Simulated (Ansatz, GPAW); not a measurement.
This is a calculation of Zr (Zirconium) for Ansatz 0.2.0. 

File input.yaml:

```yaml
crystal:
  lattice:
    - [3.232, 0.0, 0.0]
    - [-1.616, 2.798994105, 0.0]
    - [0.0, 0.0, 5.147]
  atoms:
    - { symbol: Zr, position: [0.6666666667, 0.3333333333, 0.75] }
    - { symbol: Zr, position: [0.3333333333, 0.6666666667, 0.25] }
kpoints:
  mp_grid: { grid: [9, 9, 5] }
scf:
  occupations: { method: gaussian, width: 0.024 }
hamiltonian:
  xc: pbe
  pseudopotentials: { kind: all_electron, lapw: { basis_error: 0.001 } }
output:
  forces: true
  stress: true
  eigenvalues: true
```

Potentials or basis: all-electron LAPW, scalar-relativistic.

Launch:

```sh
$ ansatz run input.yaml --threads 1 --pin off --max-ram 3072MiB --backend cpu --events-out ev --progress --plain --runs-dir out
```

Question: What does the same run look like in GPAW 26.7.0 (ASE script)? Potentials or basis there: GPAW PAW data sets (gpaw-data 1.2.1), cutoff 600 eV.

Answer: As run (cutoffs and basis follow the program's own potentials, and thresholds, step limits or extra output files can differ):

The input run.py:

```python
from ase.dft.bandgap import bandgap
from ase.io import read, write
from ase.units import GPa
from gpaw import GPAW, PW

atoms = read('POSCAR')

calc = GPAW(mode=PW(600),
            xc='PBE',
            kpts={'size': (9, 9, 5), 'gamma': True},
            occupations={'name': 'methfessel-paxton', 'order': 0, 'width': 0.024},
            nbands=24,
            convergence={'density': 1e-05, 'energy': 1e-05},
            maxiter=150,
            txt='gpaw.txt')
atoms.calc = calc
energy = atoms.get_potential_energy()
forces = atoms.get_forces()
stress = atoms.get_stress()
calc.write('gs.gpw')
write('result.traj', atoms)
print(f'Energy: {energy:.6f} eV')
print('Forces (eV/A):')
print(forces.round(4))
print('Stress (GPa):', (stress / GPa).round(3))
print('Fermi level:', round(calc.get_fermi_level(), 4), 'eV')
print(f'Gap: {bandgap(calc)[0]:.4f} eV, direct: {bandgap(calc, direct=True)[0]:.4f} eV')
```

The input POSCAR:

```
Zr
1.0
    3.2320000000      0.0000000000      0.0000000000
   -1.6160000000      2.7989941050      0.0000000000
    0.0000000000      0.0000000000      5.1470000000
Zr
2
Direct
    0.6666666667      0.3333333333      0.7500000000
    0.3333333333      0.6666666667      0.2500000000
```

Potentials or basis: GPAW PAW data sets (gpaw-data 1.2.1), pw.

Launch:

```bash
$ OMP_NUM_THREADS=1 python run.py
```

Both were run:

|  | Ansatz | GPAW |
| --- | --- | --- |
| Pressure | 0.6 GPa | 0.2 GPa |

Where Ansatz's input types no cutoff or centring, it takes its own default and a Γ-centred mesh.

Pressure is positive in compression.
